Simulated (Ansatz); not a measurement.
# Structure types of PbS compared at 4.5 GPa

Structure types of PbS are relaxed in primitive cells with their symmetry kept at 4.5 GPa, on PAW files; LAPW relaxes the small cells further and takes the PAW cell for the others (marked *). The enthalpy is E + pV at zero temperature, without zero-point motion. Only the types listed were tried, and differences under about 5 meV/atom are mesh noise. The real phase may be another.

Computed with Ansatz 0.2.0; functional PBE, scalar-relativistic. Settings: Fermi–Dirac smearing of 0.08 eV, no spin polarisation. Methods: LAPW: all electrons, basis error target 0.5 meV/atom; PAW: frozen-core files, cutoff 420 eV.

k meshes: rocksalt 13×13×13, CsCl 12×12×12, zincblende 11×11×11, wurtzite 9×9×5, NiAs 9×9×5.

Spin–orbit coupling is left out, which matters for the heavy atoms.

Q: Which type is lowest in enthalpy, and by how much?

A: rocksalt, 69 meV/atom below NiAs. The whole table:

| start type | ends as | a, b, c (Å) | V (Å³/atom) | H − H(lowest), LAPW (meV/atom) | same, PAW |
| --- | --- | --- | --- | --- | --- |
| rocksalt | rocksalt, Fm-3m | 5.865, 5.865, 5.865 | 25.22 | 0.0 | 0.0 |
| CsCl | CsCl, Pm-3m | 3.568, 3.568, 3.568 | 22.72 | 182.3 | 182.4 |
| zincblende | zincblende, F-43m | 6.422, 6.422, 6.422 | 33.11 | 424.0 | 423.8 |
| wurtzite* | flat h-MgO, P6_3/mmc | 4.877, 4.877, 5.851 | 30.14 | 224.4 | 224.4 |
| NiAs* | NiAs, P6_3/mmc | 4.019, 4.019, 7.276 | 25.44 | 68.8 | 68.8 |

Q: Split the lead of rocksalt over NiAs into energy and pV.

A: For NiAs less rocksalt: ΔE = +62.4 meV/atom, and p·ΔV = 4.5 GPa × +0.2282 Å³ × 6.242 meV/(GPa·Å³) = +6.4 meV/atom, together 68.8 meV/atom. rocksalt wins on both counts.
